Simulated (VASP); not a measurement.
Here is a VASP 6.6.1 calculation.

INCAR

```
SYSTEM = AgI
ALGO = Normal
EDIFF = 1E-7
ENCUT = 520
GGA = PE
ISIF = 2
ISMEAR = -1
LASPH = .TRUE.
LCHARG = .FALSE.
LREAL = .FALSE.
LWAVE = .FALSE.
NBANDS = 16
NELM = 100
PREC = Accurate
SIGMA = 0.05
```

KPOINTS

```
k-points
0
G
  7 7 7
  0 0 0
```

File POSCAR:

```
AgI
1.0
    0.0000000000      3.2365000000      3.2365000000
    3.2365000000      0.0000000000      3.2365000000
    3.2365000000      3.2365000000      0.0000000000
I Ag
1 1
Direct
    0.7500000000      0.7500000000      0.7500000000
    0.0000000000      0.0000000000      0.0000000000
```

Potentials or basis: VASP PAW PBE potentials, release 64 (I, Ag).

Launch:

```console
$ cat potpaw_PBE.64/I/POTCAR potpaw_PBE.64/Ag/POTCAR > POTCAR
$ mpirun -np 1 vasp_std > vasp.out
```

**Question.** What does it give for the band gap on the k mesh?

**Answer.** 1.34 eV, direct.

**Question.** Predict the pressure.

**Answer.** 2.2 GPa.

Caveat: spin-orbit coupling is left out, which moves the levels of the heavy elements. Expect the measured gap to be larger: semilocal functionals such as PBE lack the derivative discontinuity.
